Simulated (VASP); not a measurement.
# Al2Cu (Khatyrkite) (I4/mcm) in VASP: settings compared

One crystal, Al2Cu (Khatyrkite), is run at these levels: PBE, PBE+D3(BJ); tasks: relaxation of cell and atoms.

All numbers are computed with VASP 6.6.1; they aren't measurements. Logs are shortened: lines on timing, memory, paths and dates and some standing lists are left out, and cuts for length are marked.

## Step 1: Starting point

The structure is tetragonal, space group I4/mcm (No. 140). The conventional cell has a = 6.067 Å, b = 6.067 Å, c = 4.877 Å, α = 90.00°, β = 90.00°, γ = 90.00°. Al (site symmetry m2m) is surrounded by 4 Cu at 2.59 Å and 3 Al at 2.71 to 2.90 Å. Cu (site symmetry 422) is surrounded by 2 Cu at 2.44 Å and 8 Al at 2.59 Å.

## Step 2: Relaxation of cell and atoms, PBE

Contents of INCAR:

```
ALGO = Normal ; EDIFF = 1E-6
EDIFFG = -0.01 ; ENCUT = 300
GGA = PE ; IBRION = 2
ISIF = 3 ; ISMEAR = 1
KPAR = 2 ; LASPH = T
LCHARG = F ; LREAL = F
LWAVE = F ; NELM = 80
NSW = 90 ; PREC = Accurate
SIGMA = 0.1
```

Contents of KPOINTS:

```
k-points
0
Gamma
  5 5 5
```

Contents of POSCAR:

```
Al2Cu
1.0
   -3.0335000000      3.0335000000      2.4385000000
    3.0335000000     -3.0335000000      2.4385000000
    3.0335000000      3.0335000000     -2.4385000000
Al Cu
4 2
Direct
    0.6581000000      0.1581000000      0.8162000000
    0.1581000000      0.3419000000      0.5000000000
    0.3419000000      0.8419000000      0.1838000000
    0.8419000000      0.6581000000      0.5000000000
    0.2500000000      0.2500000000      0.0000000000
    0.7500000000      0.7500000000      0.0000000000
```

Potentials or basis: VASP PAW PBE potentials, release 64 (Al, Cu).

Launch:

```sh
cat potpaw_PBE.64/Al/POTCAR potpaw_PBE.64/Cu/POTCAR > POTCAR
mpirun -np 2 vasp_std > vasp.out
```

OUTCAR:

```text
EDIFF = 1E-6
   EDIFFG = -0.01
   ENCUT = 300
   GGA = PE
   IBRION = 2
   ISIF = 3
   ISMEAR = 1
   LASPH = T
   LREAL = F
   NELM = 80
   NSW = 90
   PREC = Accurate

 ion  position               nearest neighbor table
   1  0.658  0.158  0.816-   5 2.59   6 2.59   5 2.59   6 2.59   3 2.71   3 2.90   3 2.90   2 3.10
                             4 3.10   4 3.10   2 3.10   2 3.23   4 3.23   4 3.23   2 3.23
   2  0.158  0.342  0.500-   5 2.59   5 2.59   6 2.59   6 2.59   4 2.71   4 2.90   4 2.90   1 3.10
                             3 3.10   1 3.10   3 3.10   1 3.23   3 3.23   3 3.23   1 3.23
   3  0.342  0.842  0.184-   5 2.59   6 2.59   5 2.59   6 2.59   1 2.71   1 2.90   1 2.90   4 3.10
                             2 3.10   2 3.10   4 3.10   4 3.23   2 3.23   4 3.23   2 3.23
   4  0.842  0.658  0.500-   6 2.59   6 2.59   5 2.59   5 2.59   2 2.71   2 2.90   2 2.90   1 3.10
                             3 3.10   1 3.10   3 3.10   1 3.23   3 3.23   1 3.23   3 3.23
   5  0.250  0.250  0.000-   6 2.44   6 2.44   1 2.59   3 2.59   1 2.59   3 2.59   2 2.59   2 2.59
                             4 2.59   4 2.59
   6  0.750  0.750  0.000-   5 2.44   5 2.44   1 2.59   3 2.59   1 2.59   3 2.59   4 2.59   4 2.59
                             2 2.59   2 2.59

  LATTYP: Found a body centered tetragonal cell.
 ALAT       =     6.0670000000
 C/A-ratio  =     0.8038569309

  Lattice vectors:

 A1 = (  -3.0335000000,   3.0335000000,   2.4385000000)
 A2 = (   3.0335000000,  -3.0335000000,   2.4385000000)
 A3 = (   3.0335000000,   3.0335000000,  -2.4385000000)

Analysis of symmetry for initial positions (statically):
=====================================================================
 Subroutine PRICEL returns:
 Original cell was already a primitive cell.

 Routine SETGRP: Setting up the symmetry group for a
 body centered tetragonal supercell.

 Subroutine GETGRP returns: Found 16 space group operations
 (whereof  8 operations were pure point group operations)
 out of a pool of 16 trial point group operations.

The static configuration has the point symmetry C_4h.
 The point group associated with its full space group is D_4h.

Analysis of symmetry for dynamics (positions and initial velocities):
=====================================================================
 Subroutine PRICEL returns:
 Original cell was already a primitive cell.

 Routine SETGRP: Setting up the symmetry group for a
 body centered tetragonal supercell.

 Subroutine GETGRP returns: Found 16 space group operations
 (whereof  8 operations were pure point group operations)
 out of a pool of 16 trial point group operations.

The dynamic configuration has the point symmetry C_4h.
 The point group associated with its full space group is D_4h.
[... 94 lines left out ...]
   ISPIN  =      1    spin polarized calculation?
   LNONCOLLINEAR =      F non collinear calculations
   LSORBIT =      F    spin-orbit coupling
   LASPH  =      T    aspherical Exc in radial PAW
   ENCUT  =  300.0 eV  22.05 Ry    4.70 a.u.   6.97  6.97  6.97*2*pi/ulx,y,z
   NELM   =     80;   NELMIN=  2; NELMDL= -5     # of ELM steps
   EDIFF  = 0.1E-05   stopping-criterion for ELM
   LREAL  =      F    real-space projection
   EDIFFG = -.1E-01   stopping-criterion for IOM
   NSW    =     90    number of steps for IOM
   IBRION =      2    ionic relax: 0-MD 1-quasi-New 2-CG
   NFREE  =      1    steps in history (QN), initial steepest desc. (CG)
   ISIF   =      3    stress and relaxation
   ISYM   =      2    0-nonsym 1-usesym 2-fastsym
   POTIM  = 0.5000    time-step for ionic-motion
   TEBEG  =    0.0;   TEEND  =   0.0 temperature during run
   PSTRESS=    0.0 pullay stress
   NELECT =      34.0000    total number of electrons
   NUPDOWN=      -1.0000    fix difference up-down
   EMIN   =  10.00;   EMAX   =-10.00  energy-range for DOS
   EFERMI =   0.00;   METHOD = LEGACY
   ISMEAR =     1;   SIGMA  =   0.10  broadening in eV -4-tet -1-fermi 0-gaus
   EFERMI_NEDOS =   21; number of points for ismear=-14 and -15
   IALGO  =     38    algorithm
   IMIX   =      4    mixing-type and parameters
     AMIX     =   0.40;   BMIX     =  1.00
     AMIX_MAG =   1.60;   BMIX_MAG =  1.00
  volume/ion in A,a.u.               =      14.96       100.95
  Fermi-wavevector in a.u.,A,eV,Ry     =   1.184525  2.238428 19.090326  1.403099
  Thomas-Fermi vector in A             =   2.320737
   LORBIT       =      0    0 simple, 1 ext, 2 COOP (PROOUT), +10 PAW based schemes
   GGA     = PE    functional components
   LHFCALC =     F    Hartree Fock is set to
   AEXX    =    0.0000 exact exchange contribution
   IVDW    =     0    specifies the selected vdW correction
   LEPSILON=     F    determine dielectric tensor
   LRPA    =     F    only Hartree local field effects (RPA)
 conjugate gradient relaxation of ions
 non-spin polarized calculation
 Methfessel and Paxton  Order N= 1 SIGMA  =   0.10
  energy-cutoff  :      300.00
  volume of cell :       89.76
 maximum number of plane-waves:      1072
   NGX = 13   NGY = 13   NGZ = 13

--------------------------------------- Ionic step        1  -------------------------------------------

 number of electron      34.0000035 magnetization

 Free energy of the ion-electron system (eV)
  ---------------------------------------------------
  ext. energy  EPLUGINS =         0.00000000
  ---------------------------------------------------
  free energy    TOTEN  =       -23.29987756 eV

  energy without entropy =      -23.29688545  energy(sigma->0) =      -23.29888019

------------------------ aborting loop because EDIFF is reached ----------------------------------------

  FORCE on cell =-STRESS in cart. coord.  units (eV):
  Direction    XX          YY          ZZ          XY          YZ          ZX
  --------------------------------------------------------------------------------------
  -------------------------------------------------------------------------------------
  Total        0.4114854      0.4114854     -2.1104092      0.0000000      0.0000000     -0.0000000
  in kB        7.3450411      7.3450411    -37.6709447      0.0000000      0.0000000     -0.0000000
  external PRESSURE =      -7.6602875 kB  Pullay stress =       0.0000000 kB
[... 67 lines left out ...]
--------------------------------------- Ionic step        3  -------------------------------------------

 number of electron      34.0000141 magnetization

 Free energy of the ion-electron system (eV)
  ---------------------------------------------------
  ext. energy  EPLUGINS =         0.00000000
  ---------------------------------------------------
  free energy    TOTEN  =       -23.32733034 eV

  energy without entropy =      -23.32973685  energy(sigma->0) =      -23.32813251

 E-fermi :   8.0316     XC(G=0): -10.8915

 val. band max:        7.9601057928   @ k =  -0.4000   0.2000   0.0000
 cond. band min:       8.1026558376   @ k =  -0.4000   0.4000   0.2000
 fundamental gap:      0.1425500448
 Fermi energy:         8.0315611842

 k-point     1 :       0.0000    0.0000    0.0000
  band No.  band energies     occupation
      1      -2.7383      2.00000
      2       2.7015      2.00000
      3       2.8804      2.00000
      4       2.9400      2.00000
      5       2.9400      2.00000
      6       3.8444      2.00000
[... 454 lines left out ...]
  FREE ENERGIE OF THE ION-ELECTRON SYSTEM (eV)
  ---------------------------------------------------
  free  energy   TOTEN  =       -23.3273303401 eV

  energy  without entropy=      -23.3297368453  energy(sigma->0) =      -23.32813251

 reached required accuracy - stopping structural energy minimisation
```

Run time: 17 s. Hardware: 2 MPI ranks of Intel Xeon Platinum 8488C (Sapphire Rapids), shared host; peak memory 0.14 GiB.

These settings aren't checked as converged: the numbers below hold their error.

Results:

```
Free energy                            : -23.3273 eV
Relaxed volume                         : 14.78 Å³/atom
Relaxed cell                           : a = 4.926 Å, b = 4.926 Å, c = 4.926 Å, α = 103.63°, β = 103.63°, γ = 121.92°
Space group after relaxing (to 0.05 Å) : I4/mcm (No. 140)
Energy gained by relaxing              : 4.6 meV/atom
Ionic steps                            : 3
Largest force after relaxing           : 0.009 eV/Å
Band gap on the k mesh                 : none (metal or under the smearing width)
```

Caveat: the cutoff is under 1.25 times the usual one of these potentials, so pressure, stress and relaxed cells hold a basis-set (Pulay) error.

## Step 3: Relaxation of cell and atoms, PBE

This run uses another cell than the first one, of 14.78 Å³/atom, 0.988 times its volume.

Changes to INCAR since step 2:

```diff
@@ -1,3 +1,3 @@
-ALGO = Normal ; EDIFF = 1E-6
-EDIFFG = -0.01 ; ENCUT = 300
+ALGO = Normal ; EDIFF = 1E-7
+EDIFFG = -0.005 ; ENCUT = 300
 GGA = PE ; IBRION = 2
```

KPOINTS is that of step 2.

Contents of POSCAR:

```
Al2Cu                                   
1.0
   -3.0450302985      3.0450302985      2.3909630195
    3.0450302985     -3.0450302985      2.3909630195
    3.0450302985      3.0450302985     -2.3909630195
  Al              Cu            
     4     2
Direct
     0.6583720296805144    0.1583720296805145    0.8167440593610360
     0.1583720296805145    0.3416279703194856    0.5000000000000000
     0.3416279703194856    0.8416279703194856    0.1832559406389639
     0.8416279703194856    0.6583720296805144    0.5000000000000000
     0.2500000000000000    0.2500000000000000    0.0000000000000000
     0.7500000000000000    0.7500000000000000    0.0000000000000000
```

Potentials or basis: VASP PAW PBE potentials, release 64 (Al, Cu).

Launch:

```sh
cat potpaw_PBE.64/Al/POTCAR potpaw_PBE.64/Cu/POTCAR > POTCAR
mpirun -np 2 vasp_std > vasp.out
```

OUTCAR:

```text
EDIFF = 1E-7
   EDIFFG = -0.005
   ENCUT = 300
   GGA = PE
   IBRION = 2
   ISIF = 3
   ISMEAR = 1
   LASPH = T
   LREAL = F
   NELM = 80
   NSW = 90
   PREC = Accurate

 ion  position               nearest neighbor table
   1  0.658  0.158  0.817-   5 2.59   6 2.59   5 2.59   6 2.59   3 2.73   3 2.86   3 2.86   2 3.07
                             4 3.07   4 3.07   2 3.07   2 3.24   4 3.24   4 3.24   2 3.24
   2  0.158  0.342  0.500-   6 2.59   5 2.59   5 2.59   6 2.59   4 2.73   4 2.86   4 2.86   1 3.07
                             3 3.07   1 3.07   3 3.07   1 3.24   3 3.24   3 3.24   1 3.24
   3  0.342  0.842  0.183-   5 2.59   6 2.59   5 2.59   6 2.59   1 2.73   1 2.86   1 2.86   4 3.07
                             2 3.07   2 3.07   4 3.07   4 3.24   2 3.24   4 3.24   2 3.24
   4  0.842  0.658  0.500-   5 2.59   6 2.59   6 2.59   5 2.59   2 2.73   2 2.86   2 2.86   1 3.07
                             3 3.07   1 3.07   3 3.07   1 3.24   3 3.24   1 3.24   3 3.24
   5  0.250  0.250  0.000-   6 2.39   6 2.39   1 2.59   3 2.59   1 2.59   3 2.59   2 2.59   4 2.59
                             4 2.59   2 2.59
   6  0.750  0.750  0.000-   5 2.39   5 2.39   1 2.59   3 2.59   1 2.59   3 2.59   4 2.59   4 2.59
                             2 2.59   2 2.59
[... 200 lines left out ...]
  external PRESSURE =      -1.2914050 kB  Pullay stress =       0.0000000 kB
[... 187 lines left out ...]
--------------------------------------- Ionic step        6  -------------------------------------------

 number of electron      34.0000147 magnetization

 Free energy of the ion-electron system (eV)
  ---------------------------------------------------
  ext. energy  EPLUGINS =         0.00000000
  ---------------------------------------------------
  free energy    TOTEN  =       -23.32239225 eV

  energy without entropy =      -23.32544401  energy(sigma->0) =      -23.32340950

 E-fermi :   8.0501     XC(G=0): -10.8953

 val. band max:        7.9730453697   @ k =  -0.4000   0.2000   0.0000
 cond. band min:       8.1121422498   @ k =   0.0000   0.0000   0.0000
 fundamental gap:      0.1390968801
 Fermi energy:         8.0500676052

 k-point     1 :       0.0000    0.0000    0.0000
  band No.  band energies     occupation
      1      -2.7345      2.00000
      2       2.7075      2.00000
      3       2.8829      2.00000
      4       2.9483      2.00000
      5       2.9483      2.00000
      6       3.8510      2.00000
[... 454 lines left out ...]
  FREE ENERGIE OF THE ION-ELECTRON SYSTEM (eV)
  ---------------------------------------------------
  free  energy   TOTEN  =       -23.3223922460 eV

  energy  without entropy=      -23.3254440142  energy(sigma->0) =      -23.32340950

 reached required accuracy - stopping structural energy minimisation
```

OSZICAR:

```text
N       E                     dE             d eps       ncg     rms          rms(c)
DAV:   1     0.155258663047E+03    0.15526E+03   -0.97184E+03   756   0.116E+03
DAV:   2    -0.190894832946E+02   -0.17435E+03   -0.16794E+03   756   0.287E+02
DAV:   3    -0.278820002024E+02   -0.87925E+01   -0.82894E+01  1068   0.807E+01
DAV:   4    -0.281019325689E+02   -0.21993E+00   -0.21960E+00  1132   0.119E+01
[... 51 lines left out ...]
DAV:   3    -0.233223958431E+02    0.54383E-04   -0.29116E-04  1041   0.458E-01    0.113E-02
DAV:   4    -0.233223928076E+02    0.30355E-05   -0.97533E-06   997   0.272E-02    0.430E-03
DAV:   5    -0.233223924717E+02    0.33588E-06   -0.13835E-06  1147   0.272E-02    0.108E-03
DAV:   6    -0.233223922634E+02    0.20833E-06   -0.77140E-08   463   0.322E-03    0.207E-04
DAV:   7    -0.233223922460E+02    0.17414E-07   -0.41303E-08   403   0.279E-03
   6 F= -.23322392E+02 E0= -.23323410E+02  d E =-.285405E-04
```

Run time: 30 s. Hardware: 2 MPI ranks of Intel Xeon Platinum 8488C (Sapphire Rapids), shared host; peak memory 0.14 GiB.

The run converged, but some of its settings lie outside the range that counts as converged, so its numbers aren't taken as properties of the crystal.

Results:

```
Free energy                            : -23.3224 eV
Relaxed volume                         : 14.77 Å³/atom
Relaxed cell                           : a = 4.925 Å, b = 4.925 Å, c = 4.925 Å, α = 103.59°, β = 103.59°, γ = 122.01°
Space group after relaxing (to 0.05 Å) : I4/mcm (No. 140)
Energy gained by relaxing              : 0.0 meV/atom
Ionic steps                            : 6
Band gap on the k mesh                 : none (metal or under the smearing width)
```

Caveat: the cutoff is under 1.25 times the usual one of these potentials, so pressure, stress and relaxed cells hold a basis-set (Pulay) error.

## Step 4: Relaxation of cell and atoms, PBE+D3(BJ)

Contents of INCAR:

```
PREC = Accurate ; ENCUT = 600
EDIFF = 1E-6 ; ISMEAR = 1
SIGMA = 0.1 ; LREAL = F
LASPH = T ; NELM = 80
ALGO = Normal ; ISIF = 3
LWAVE = F ; LCHARG = F
GGA = PE ; IVDW = 12
IBRION = 2 ; NSW = 90
EDIFFG = -0.01 ; KPAR = 2
```

Contents of KPOINTS:

```
regular mesh
0
Gamma
  10 10 10
```

Contents of POSCAR:

```
Al2Cu
1.0
   -3.0335000000      3.0335000000      2.4385000000
    3.0335000000     -3.0335000000      2.4385000000
    3.0335000000      3.0335000000     -2.4385000000
Al Cu
4 2
Direct
    0.6581000000      0.1581000000      0.8162000000
    0.1581000000      0.3419000000      0.5000000000
    0.3419000000      0.8419000000      0.1838000000
    0.8419000000      0.6581000000      0.5000000000
    0.2500000000      0.2500000000      0.0000000000
    0.7500000000      0.7500000000      0.0000000000
```

Launch:

```sh
cat potpaw_PBE.64/Al/POTCAR potpaw_PBE.64/Cu/POTCAR > POTCAR
mpirun -np 2 vasp_std > vasp.out
```

It took 3.9 min on 2 MPI ranks of Intel Xeon 6975P-C (Granite Rapids), shared host; peak memory 0.4 GiB.

Results (log left out):

```
Free energy                            : -25.8324 eV
Relaxed volume                         : 14.27 Å³/atom
Relaxed cell                           : a = 4.856 Å, b = 4.856 Å, c = 4.856 Å, α = 104.25°, β = 104.25°, γ = 120.52°
Space group after relaxing (to 0.05 Å) : I4/mcm (No. 140)
Energy gained by relaxing              : 10.3 meV/atom
Ionic steps                            : 7
Pressure after relaxing                : 0.1 GPa
Largest force after relaxing           : 0.005 eV/Å
Band gap on the k mesh                 : none (metal or under the smearing width)
Dispersion energy per atom             : -0.418 eV
```

Forces in eV/Å, atoms in the order of the input:
```
Al   0.004  0.004  0.000
Al  -0.004  0.004  0.000
Al  -0.004 -0.004  0.000
Al   0.004 -0.004  0.000
Cu   0.000  0.000  0.000
Cu   0.000  0.000  0.000
```

The path:
```tsv
step	energy change (eV)	largest force (eV/Å)	pressure (GPa)	volume (Å³)
1	0.0000	0.0277	-4.79	89.76
2	-0.0505	0.0192	2.21	84.08
3	-0.0613	0.0029	0.02	85.73
4	-0.0613	0.0023	-0.16	85.81
5	-0.0615	0.0051	-0.14	85.80
6	-0.0616	0.0122	-0.13	85.80
7	-0.0617	0.0050	0.08	85.64
```

Final structure:
```xyz
6
Lattice="-2.9812 2.9812 2.4089 2.9812 -2.9812 2.4089 2.9812 2.9812 -2.4089" Properties=species:S:1:pos:R:3 pbc="T T T"
Al    0.9436    3.9248    0.0000
Al    2.0376    0.9436    0.0000
Al    2.0376   -0.9436    2.4089
Al    0.9436    2.0376    2.4089
Cu    0.0000    0.0000    1.2044
Cu    0.0000    0.0000    3.6133
```

Levels at points of the mesh, in eV from the Fermi level:
```tsv
k point	band 14	band 15	band 16	band 17	band 18	band 19	band 20	band 21
(0.00, 0.00, 0.00)	-2.00	-1.41	-1.25	-1.25	-0.87	-0.21	0.01	1.55
(0.50, 0.00, 0.00)	-3.16	-2.64	-2.64	0.27	0.27	4.18	4.18	4.42
(0.50, 0.50, 0.00)	-2.90	-1.47	-1.34	-0.91	-0.67	0.86	1.38	4.70
(0.50, 0.50, 0.50)	-3.31	-3.31	-1.86	2.61	2.99	2.99	3.45	4.24
```

Caveat: pairwise dispersion overbinds metals, which lowers pressure and volume.

## Step 5: Relaxation of cell and atoms, PBE+D3(BJ)

This run uses another cell than the first one, of 14.27 Å³/atom, 0.954 times its volume.

Contents of INCAR:

```
PREC = Accurate ; ENCUT = 600
EDIFF = 1E-7 ; ISMEAR = 1
SIGMA = 0.1 ; LREAL = F
LASPH = T ; NELM = 80
ALGO = Normal ; ISIF = 3
LWAVE = F ; LCHARG = F
GGA = PE ; IVDW = 12
IBRION = 2 ; NSW = 90
EDIFFG = -0.005 ; KPAR = 2
```

KPOINTS is that of step 4.

Contents of POSCAR:

```
Al2Cu                                   
1.0
   -2.9812006267      2.9812006267      2.4088868374
    2.9812006267     -2.9812006267      2.4088868374
    2.9812006267      2.9812006267     -2.4088868374
  Al              Cu            
     4     2
Direct
     0.6582507629559869    0.1582507629559869    0.8165015259119808
     0.1582507629559869    0.3417492370440132    0.5000000000000000
     0.3417492370440132    0.8417492370440131    0.1834984740880191
     0.8417492370440131    0.6582507629559869    0.5000000000000000
     0.2500000000000000    0.2500000000000000    0.0000000000000000
     0.7500000000000000    0.7500000000000000    0.0000000000000000
```

Launch:

```sh
cat potpaw_PBE.64/Al/POTCAR potpaw_PBE.64/Cu/POTCAR > POTCAR
mpirun -np 2 vasp_std > vasp.out
```

It took 3.9 min on 2 MPI ranks of Intel Xeon 6975P-C (Granite Rapids), shared host; peak memory 0.39 GiB.

Results (log left out):

- Free energy: -25.8320 eV
- Energy gained by relaxing: 0.0 meV/atom
- Ionic steps: 10
- Pressure after relaxing: 0.0 GPa
- Largest force after relaxing: 0.005 eV/Å
- Band gap on the k mesh: none (metal or under the smearing width)
- Dispersion energy per atom: -0.418 eV

Forces on the atoms (eV/Å):
```
Al   0.004  0.004  0.000
Al  -0.004  0.004  0.000
Al  -0.004 -0.004  0.000
Al   0.004 -0.004  0.000
Cu   0.000  0.000  0.000
Cu   0.000  0.000  0.000
```

Final structure:
```
CELL_PARAMETERS angstrom
-2.98119 2.98119 2.40888
2.98119 -2.98119 2.40888
2.98119 2.98119 -2.40888
ATOMIC_POSITIONS crystal
Al 0.65825 0.15825 0.81650
Al 0.15825 0.34175 0.50000
Al 0.34175 0.84175 0.18350
Al 0.84175 0.65825 0.50000
Cu 0.25000 0.25000 0.00000
Cu 0.75000 0.75000 0.00000
```

Levels at points of the mesh, in eV from the Fermi level:
```csv
k point,band 13,band 14,band 15,band 16,band 17,band 18,band 19,band 20,band 21
"(0.00, 0.00, 0.00)",-2.99,-2.00,-1.41,-1.25,-1.25,-0.87,-0.21,0.01,1.55
"(0.50, 0.00, 0.00)",-3.16,-3.16,-2.64,-2.64,0.27,0.27,4.18,4.18,4.42
"(0.50, 0.50, 0.00)",-2.92,-2.90,-1.47,-1.34,-0.91,-0.67,0.86,1.38,4.70
"(0.50, 0.50, 0.50)",-3.42,-3.31,-3.31,-1.86,2.61,2.99,2.99,3.45,4.24
```

Caveat: pairwise dispersion overbinds metals, which lowers pressure and volume.
